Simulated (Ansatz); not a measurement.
# SrO: the cell at several levels of theory

One table from this session's results is given with a row withheld; the runs are named, their logs left out.

Program: Ansatz 0.2.0. PAW datasets, plane waves, zero pressure. The calculation is spin-unpolarised, and the structure need not be a phase that has been made.

### The system as given

Space group P6_3/mmc (No. 194), hexagonal; conventional cell a = 3.600 Å, c = 5.867 Å, 16.46 Å³ an atom. Near Sr stand 6 O at 2.54 Å; near O stand 6 Sr at 2.54 Å.

As a file:

```cif
data_structure
_symmetry_space_group_name_H-M 'P6_3/mmc'
_symmetry_Int_Tables_number 194
_cell_length_a 3.5996
_cell_length_b 3.5996
_cell_length_c 5.8674
_cell_angle_alpha 90.000
_cell_angle_beta 90.000
_cell_angle_gamma 120.000
_cell_volume 65.84
loop_
_atom_site_label
_atom_site_type_symbol
_atom_site_symmetry_multiplicity
_atom_site_Wyckoff_symbol
_atom_site_fract_x
_atom_site_fract_y
_atom_site_fract_z
_atom_site_occupancy
Sr1 Sr 2 a 0.00000 0.00000 0.00000 1
O1 O 2 c 0.33333 0.66667 0.25000 1
```

Set-up of the first run:

File input.yaml:

```yaml
crystal:
  lattice:
    - [3.59960733, 0.0, 0.0]
    - [-1.799803665, 3.1173513914, 0.0]
    - [0.0, 0.0, 5.8673599479]
  atoms:
    - { symbol: Sr, position: [0.0, 0.0, 0.0] }
    - { symbol: Sr, position: [0.0, 0.0, 0.5] }
    - { symbol: O, position: [0.3333333333, 0.6666666667, 0.25] }
    - { symbol: O, position: [0.6666666667, 0.3333333333, 0.75] }
kpoints:
  mp_grid: { grid: [12, 12, 4] }
hamiltonian:
  xc: pbe
scf:
  occupations: { method: fermi_dirac, width: 0.02 }
relax:
  f_tol: 0.005
  cell: {}
```

Run with:

```
$ ansatz run input.yaml --threads 2 --pin off --max-ram 2211MiB --backend cpu --events-out ev --progress --plain --runs-dir out
```

Among the steps run: PBE: cell and atoms; Relaxation with r2SCAN; Relaxation with PBEsol; LDA: cell and atoms; Relaxation with HSE06.

One table of the session follows, with a row left open; its other results are not shown here.

| level | a (Å) | c (Å) | volume (Å³/atom) |
| --- | --- | --- | --- |
| PBE | 3.589 | 6.308 | 17.590 |
| r2SCAN | 3.563 | 6.255 | 17.195 |
| PBEsol | 3.537 | 6.213 | 16.827 |
| LDA | 3.496 | 6.136 | 16.239 |
| HSE06 | ? | ? | ? |

**Question.** Estimate the row for HSE06.

The run gave: a (Å): 3.560; c (Å): 6.252; volume (Å³/atom): 17.151. In the column «a (Å)» it lies between PBEsol (3.537) and r2SCAN (3.563).

LDA gives the smallest cell and PBE the largest; they differ by 8.3 % in volume, a mean of 2.7 % in length. The meshes differ: PBE 12×12×4, r2SCAN 12×12×4, PBEsol 12×12×4, LDA 12×12×4, HSE06 6×6×4.
